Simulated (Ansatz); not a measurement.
Set up this calculation in Ansatz 0.2.0, as the native input.

| Quantity | Value |
| --- | --- |
| Task | band structure |
| Functional | PBEsol |
| Potentials or basis | Ansatz PAW |
| Cutoff | 420 eV (not typed: the program's choice for these potentials) |
| k mesh | 6 × 6 × 6 |
| Occupations | fermi-dirac, width 0.05 eV |
| Spin | spin-orbit coupling, no magnetisation |
| Path | [["G", "X", "W", "K", "G", "L", "U", "W", "L", "K"], ["U", "X"]] |
| Points for each segment of the path | 14 |

Crystal: ZnSe (Stilleite).

```
CELL_PARAMETERS angstrom
0.00000 2.83380 2.83380
2.83380 0.00000 2.83380
2.83380 2.83380 0.00000
ATOMIC_POSITIONS crystal
Se 0.75000 0.75000 0.75000
Zn 0.00000 0.00000 0.00000
```

One way to write it, as run:

input.yaml

```yaml
crystal:
  lattice:
    - [0.0, 2.8338, 2.8338]
    - [2.8338, 0.0, 2.8338]
    - [2.8338, 2.8338, 0.0]
  atoms:
    - { symbol: Se, position: [0.75, 0.75, 0.75] }
    - { symbol: Zn, position: [0.0, 0.0, 0.0] }
hamiltonian:
  xc: pbesol
  pseudopotentials: { kind: paw_fr }
magnetization:
  noncollinear: true
  spin_orbit: true
kpoints:
  mp_grid: { grid: [6, 6, 6] }
  band_path:
    path:
      - [[0.0, 0.0, 0.0], [0.5, 0.0, 0.5], [0.5, 0.25, 0.75], [0.375, 0.375, 0.75], [0.0, 0.0, 0.0], [0.5, 0.5, 0.5], [0.625, 0.25, 0.625], [0.5, 0.25, 0.75], [0.5, 0.5, 0.5], [0.375, 0.375, 0.75]]
      - [[0.625, 0.25, 0.625], [0.5, 0.0, 0.5]]
    npoints: 14
scf:
  occupations: { method: fermi_dirac, width: 0.05 }
  n_extra_bands: 6
output:
  forces: true
  stress: true
  eigenvalues: true
  fatbands: true
```

Potentials or basis: Ansatz PAW.

Command:

```bash
$ ansatz run input.yaml --threads 2 --pin off --max-ram 5632MiB --backend cpu --events-out ev --progress --plain --runs-dir out
```

Results of the run:

| Property | Result |
| --- | --- |
| Pressure | -1.1 GPa |
| Band gap on the k mesh | 1.04 eV, direct |
| Band gap along the path | 1.04 eV, direct |

Caveat: the PAW data sets come from PBE, with cores solved anew for the run's functional, which leaves a small shift of forces and pressure.

Run time: 20 s on 2 threads of Intel(R) Xeon(R) Processor @ 2.70GHz, on a shared host, peak memory 0.55 GiB.
